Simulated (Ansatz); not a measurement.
# ZrO2: properties at the relaxed cell

This session takes ZrO2 and sets out to measure the bulk modulus from energies at several volumes.

Program: Ansatz 0.2.0. Level of theory: DFT r2SCAN, scalar-relativistic, plane waves, PAW. These are calculated values, not measurements.

1 further run of the same task is left out (set aside as unsound or not needed).

### Step 1. Starting point

Symmetry: P4_2/nmc, No. 137, tetragonal system. Conventional cell: a = 3.601 Å, b = 3.601 Å, c = 5.228 Å, α = 90.00°, β = 90.00°, γ = 90.00°. Zr (site symmetry -4m2) has 4 O at 2.07 Å as nearest neighbours. O (site symmetry 2mm) is surrounded by 2 Zr at 2.07 Å.

Structure file:

```
CELL_PARAMETERS angstrom
3.60145 0.00000 0.00000
0.00000 3.60145 0.00000
0.00000 0.00000 5.22811
ATOMIC_POSITIONS crystal
Zr 0.00000 0.00000 0.00000
Zr 0.50000 0.50000 0.50000
O 0.00000 0.50000 0.19678
O 0.00000 0.50000 0.69678
O 0.50000 0.00000 0.30322
O 0.50000 0.00000 0.80322
```

This cell was relaxed beforehand with the same method: volume 11.30 Å³/atom, gap on the mesh 4.62 eV.

### Step 2. Volume × 0.97

input.yaml

```yaml
crystal:
  lattice:
    - [3.5650718618, 0.0, 0.0]
    - [0.0, 3.5650718618, 0.0]
    - [0.0, 0.0, 5.1753019426]
  atoms:
    - { symbol: Zr, position: [0.0, 0.0, 0.0] }
    - { symbol: Zr, position: [0.5, 0.5, 0.5] }
    - { symbol: O, position: [0.0, 0.5, 0.1967750552] }
    - { symbol: O, position: [0.0, 0.5, 0.6967750552] }
    - { symbol: O, position: [0.5, 0.0, 0.3032249448] }
    - { symbol: O, position: [0.5, 0.0, 0.8032249448] }
basis:
  ecutwfc: 500
kpoints:
  mp_grid: { grid: [6, 6, 6] }
hamiltonian:
  xc: r2scan
scf:
  occupations: { method: gaussian, width: 0.02 }
output:
  forces: true
  stress: true
  eigenvalues: true
relax:
  adjacent_minimum: "off"
  f_tol: 0.01
  max_steps: 30
  cell: { stress_tol: 0.1, fix: [volume] }
```

Started as:

```sh
ansatz run input.yaml --threads 1 --pin off --max-ram 2560MiB --backend cpu --events-out ev --progress --plain --runs-dir out
```

### Step 3. The cell scaled to 1.03 of its volume

Edit input.yaml of step 2 so:

```diff
@@ -2,5 +2,5 @@
   lattice:
-    - [3.5650718618, 0.0, 0.0]
-    - [0.0, 3.5650718618, 0.0]
-    - [0.0, 0.0, 5.1753019426]
+    - [3.6371129251, 0.0, 0.0]
+    - [0.0, 3.6371129251, 0.0]
+    - [0.0, 0.0, 5.2798816732]
   atoms:
```

### Step 4. The cell scaled to 0.94 of its volume

input.yaml

```yaml
crystal:
  lattice:
    - [3.536253665, 0.0, 0.0]
    - [0.0, 3.536253665, 0.0]
    - [0.0, 0.0, 5.0973161189]
  atoms:
    - { symbol: Zr, position: [0.0, 0.0, 0.0] }
    - { symbol: Zr, position: [0.5, 0.5, 0.5] }
    - { symbol: O, position: [0.0, 0.5, 0.203707782] }
    - { symbol: O, position: [0.0, 0.5, 0.703707782] }
    - { symbol: O, position: [0.5, 0.0, 0.296292218] }
    - { symbol: O, position: [0.5, 0.0, 0.796292218] }
basis:
  ecutwfc: 500
kpoints:
  mp_grid: { grid: [6, 6, 6] }
hamiltonian:
  xc: r2scan
scf:
  occupations: { method: gaussian, width: 0.02 }
output:
  forces: true
  stress: true
  eigenvalues: true
relax:
  adjacent_minimum: "off"
  f_tol: 0.01
  max_steps: 30
  cell: { stress_tol: 0.1, fix: [volume] }
```

### Step 5. The cell scaled to 1.06 of its volume

input.yaml

```yaml
crystal:
  lattice:
    - [3.6620401741, 0.0, 0.0]
    - [0.0, 3.6620401741, 0.0]
    - [0.0, 0.0, 5.359943256]
  atoms:
    - { symbol: Zr, position: [0.0, 0.0, 0.0] }
    - { symbol: Zr, position: [0.5, 0.5, 0.5] }
    - { symbol: O, position: [0.0, 0.5, 0.1900511979] }
    - { symbol: O, position: [0.0, 0.5, 0.6900511979] }
    - { symbol: O, position: [0.5, 0.0, 0.3099488021] }
    - { symbol: O, position: [0.5, 0.0, 0.8099488021] }
basis:
  ecutwfc: 500
kpoints:
  mp_grid: { grid: [6, 6, 6] }
hamiltonian:
  xc: r2scan
scf:
  occupations: { method: gaussian, width: 0.02 }
output:
  forces: true
  stress: true
  eigenvalues: true
relax:
  adjacent_minimum: "off"
  f_tol: 0.01
  max_steps: 30
  cell: { stress_tol: 0.1, fix: [volume] }
```

### Step 6. Volume × 0.91

input.yaml

```yaml
crystal:
  lattice:
    - [3.5053564108, 0.0, 0.0]
    - [0.0, 3.5053564108, 0.0]
    - [0.0, 0.0, 5.0220098943]
  atoms:
    - { symbol: Zr, position: [0.0, 0.0, 0.0] }
    - { symbol: Zr, position: [0.5, 0.5, 0.5] }
    - { symbol: O, position: [0.0, 0.5, 0.2110406418] }
    - { symbol: O, position: [0.0, 0.5, 0.7110406418] }
    - { symbol: O, position: [0.5, 0.0, 0.2889593582] }
    - { symbol: O, position: [0.5, 0.0, 0.7889593582] }
basis:
  ecutwfc: 500
kpoints:
  mp_grid: { grid: [6, 6, 6] }
hamiltonian:
  xc: r2scan
scf:
  occupations: { method: gaussian, width: 0.02 }
output:
  forces: true
  stress: true
  eigenvalues: true
relax:
  adjacent_minimum: "off"
  f_tol: 0.01
  max_steps: 30
  cell: { stress_tol: 0.1, fix: [volume] }
```

### Step 7. Volume × 1.10

input.yaml

```yaml
crystal:
  lattice:
    - [3.6952360911, 0.0, 0.0]
    - [0.0, 3.6952360911, 0.0]
    - [0.0, 0.0, 5.4627187173]
  atoms:
    - { symbol: Zr, position: [0.0, 0.0, 0.0] }
    - { symbol: Zr, position: [0.5, 0.5, 0.5] }
    - { symbol: O, position: [0.0, 0.5, 0.1835423863] }
    - { symbol: O, position: [0.0, 0.5, 0.6835423863] }
    - { symbol: O, position: [0.5, 0.0, 0.3164576137] }
    - { symbol: O, position: [0.5, 0.0, 0.8164576137] }
basis:
  ecutwfc: 500
kpoints:
  mp_grid: { grid: [6, 6, 6] }
hamiltonian:
  xc: r2scan
scf:
  occupations: { method: gaussian, width: 0.02 }
output:
  forces: true
  stress: true
  eigenvalues: true
relax:
  adjacent_minimum: "off"
  f_tol: 0.01
  max_steps: 30
  cell: { stress_tol: 0.1, fix: [volume] }
```

### Step 8. Point at V/V0 = 0.88

input.yaml

```yaml
crystal:
  lattice:
    - [3.4722774879, 0.0, 0.0]
    - [0.0, 3.4722774879, 0.0]
    - [0.0, 0.0, 4.9494205633]
  atoms:
    - { symbol: Zr, position: [0.0, 0.0, 0.0] }
    - { symbol: Zr, position: [0.5, 0.5, 0.5] }
    - { symbol: O, position: [0.0, 0.5, 0.2190137811] }
    - { symbol: O, position: [0.0, 0.5, 0.7190137811] }
    - { symbol: O, position: [0.5, 0.0, 0.2809862189] }
    - { symbol: O, position: [0.5, 0.0, 0.7809862189] }
basis:
  ecutwfc: 500
kpoints:
  mp_grid: { grid: [6, 6, 6] }
hamiltonian:
  xc: r2scan
scf:
  occupations: { method: gaussian, width: 0.02 }
output:
  forces: true
  stress: true
  eigenvalues: true
relax:
  adjacent_minimum: "off"
  f_tol: 0.01
  max_steps: 30
  cell: { stress_tol: 0.1, fix: [volume] }
```

(Steps that only read results are left out.)

**Question.** What will these runs give? Wanted: equilibrium volume of the fit; bulk modulus.

The runs gave:

```
                     quantity          value
equilibrium volume of the fit  11.30 Å³/atom
                 bulk modulus        179 GPa
      its pressure derivative            5.8
```

What this shows: The fit puts the minimum at 11.30 Å³/atom with B = 179 GPa and B' = 5.8. The gap on the mesh goes from 4.44 eV at the smallest volume to 4.58 eV at the largest, through a peak of 4.64 eV between.
